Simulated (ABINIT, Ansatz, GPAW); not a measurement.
PtSe2: programs and potentials compared

```xyz
3
Lattice="3.7240 0.0000 0.0000 -1.8620 3.2251 0.0000 0.0000 0.0000 5.0620" Properties=species:S:1:pos:R:3 pbc="T T T"
Pt    0.0001    0.0730    0.0334
Se    1.8049    1.0686    3.7459
Se    0.0179    2.1128    1.2468
```

Atoms were shifted at random by some hundredths of an Å from the given cell, which wasn't relaxed again for these runs.

Alike in all runs: task single point; functional PBEsol; k mesh 8 × 8 × 5; occupations fermi-dirac, width 0.05 eV; no spin polarisation; no spin-orbit coupling. Pressure is positive in compression and, in plane waves, holds the error of the finite cutoff, which Ansatz's Pulay term estimates and takes out.

| program and potentials | plane-wave cutoff (eV) | notes | pressure (GPa) | largest force (eV/Å) | energy over the undisturbed cell (meV/atom) |
| --- | --- | --- | --- | --- | --- |
| Ansatz, Ansatz PAW | 420 | potentials made for PBE, which Ansatz adapts in part; 16.67 valence electrons an atom on average | ? | ? | ? |
| GPAW, PAW data sets generated for this functional | 600 | 9.33 valence electrons an atom on average | 2.06 | 1.956 | 39.39 |
| ABINIT, PseudoDojo NC SR PBEsol v0.4.1 standard | 1170 | 16.67 valence electrons an atom on average | 1.94 | 1.964 | - |
| Ansatz, all-electron LAPW, scalar-relativistic | - | - | 2.05 | 1.964 | - |

Question: Estimate from the other rows what the run with Ansatz, Ansatz PAW gave.

Answer: Pressure 2.04 GPa; largest force 1.962 eV/Å; energy over the undisturbed cell 39.88 meV/atom. Its pressure holds a Pulay term of +0.03 GPa. The other rows, which needn't bracket it: pressure 1.94 to 2.06; largest force 1.956 to 1.964; energy over the undisturbed cell 39.39.
